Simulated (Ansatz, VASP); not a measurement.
One calculation of AlN, two programs

```
Al N
1.0
     3.46067    0.00000    0.00000
    -1.73034    2.99703    0.00000
     0.00000    0.00000    4.14588
Al N
2 2
Direct
  0.33333 0.66667 0.75000
  0.66667 0.33333 0.25000
  0.33333 0.66667 0.25000
  0.66667 0.33333 0.75000
```

Alike in both runs: task single point; functional PBE; k mesh 9 × 9 × 6; occupations gaussian, width 0.05 eV; no spin polarisation.

|  | VASP | Ansatz |
| --- | --- | --- |
| version | VASP 6.6.1 | Ansatz 0.2.0 |
| potentials or method | VASP PAW PBE potentials, release 64 (Al, N) | scalar-relativistic, plane waves, PAW |
| plane-wave cutoff (eV) | 520 | 520 |
| valence electrons in the cell | 16 | 16 |

VASP gave:

* gap on the k mesh at the Fermi level (eV): 2.88
* least direct gap on the mesh (eV): 2.88
* pressure (GPa): -14.2
* largest component of the traceless stress (GPa): 5.64

Problem. Which values does Ansatz return?

Solution. gap on the k mesh at the Fermi level (eV): 2.88; least direct gap on the mesh (eV): 2.88; pressure (GPa): -14.1; largest component of the traceless stress (GPa): 5.54.

With one functional, cell and mesh, what is left measures potentials, basis and numerics.
